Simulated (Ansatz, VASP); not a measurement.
**One calculation of AsPt4, two programs**

```
As Pt
1.0
    -2.41313    2.41313    3.78974
     2.41313   -2.41313    3.78974
     2.41313    2.41313   -3.78974
As Pt
1 4
Direct
  0.00000 0.00000 0.00000
  0.31899 0.31899 0.00000
  0.68101 0.68101 0.00000
  0.50000 0.00000 0.50000
  0.00000 0.50000 0.50000
```

Change from the starting cell: species swapped into the SnF4 type (I4/mmm, No. 139).

Alike in both runs: functional PBE; k mesh 6 × 6 × 6; occupations gaussian, width 0.1 eV; no spin polarisation.

Ansatz relaxed the structure, and its values are those at the end. VASP's run is a single point on that final structure, the one shown.

```csv
,VASP,Ansatz
version,VASP 6.6.1,Ansatz 0.2.0
potentials or method,"VASP PAW PBE potentials, release 64 (As, Pt)","scalar-relativistic, plane waves, PAW"
plane-wave cutoff (eV),520,420
valence electrons in the cell,45,87
```

```tsv
	VASP	Ansatz	Ansatz less VASP
gap on the k mesh at the Fermi level (eV)	none	none	-
pressure (GPa)	0.1	0.1	-0.01
rms of the force components (eV/Å)	0.019	0.001	-0.0184
```

A gap of «none» marks a metal or a gap that the smearing closes. The functional is the same, so the differences come from potentials, cutoffs and numerics. The two sets of potentials don't hold the same shells in valence.

Spin-orbit coupling is left out, which matters for the levels of Pt.
